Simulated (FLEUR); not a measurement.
**BP: equation of state with LDA**

**What was measured.**

“Equation of state of single-crystal cubic boron phosphide”, 2014, arxiv:1407.1677 reports, for a bulk crystal of BP at 300 K: bulk modulus 179 ± 1 GPa.

Crystal: BP.

```
P B
1.0
     0.00000    2.26900    2.26900
     2.26900    0.00000    2.26900
     2.26900    2.26900    0.00000
P B
1 1
Cartesian
  3.4035 3.4035 3.4035
  0.0000 0.0000 0.0000
```

```
Program                  : FLEUR MaX-R8.1 (later development tree)
Task                     : equation of state
Functional               : LDA
Potentials or basis      : all-electron
Basis                    : FLAPW
Kmax                     : 5.47 1/bohr
k mesh                   : 10 × 10 × 10
Occupations              : fermi-dirac, width 0.05 eV
Spin                     : no spin polarisation
Gmax                     : 17 1/bohr
Muffin-tin radii         : P 1.79, B 1.55 bohr
lmax                     : P 8, B 8
lnonsphr                 : P 8, B 8
Local orbitals a species : P 4, B 3
```

```yaml
Equilibrium_volume: 11.31 Å³/atom
Bulk_modulus: 176 GPa
Pressure_derivative_of_the_bulk_modulus: "3.8 (rough: it moves with the points fitted)"
```

Energy against volume, from the lowest point:
| volume (Å³/atom) | energy (meV/atom) |
| --- | --- |
| 10.981 | 5.05 |
| 11.214 | 0.00 |
| 11.682 | 5.95 |
| 12.149 | 30.08 |
| 12.383 | 47.93 |

A measured bulk modulus of BP is 179 GPa (300 K; “Equation of state of single-crystal cubic boron phosphide”, 2014, arxiv:1407.1677); the calculated 176 GPa misses it by -1.7 %. 3 values of this kind are on record (173 to 179 GPa); this one was drawn at random among those near their median, those with a stated uncertainty first. The fit is for a static lattice scaled at fixed shape and fixed fractional positions.

LDA usually gives volumes a few per cent too small.
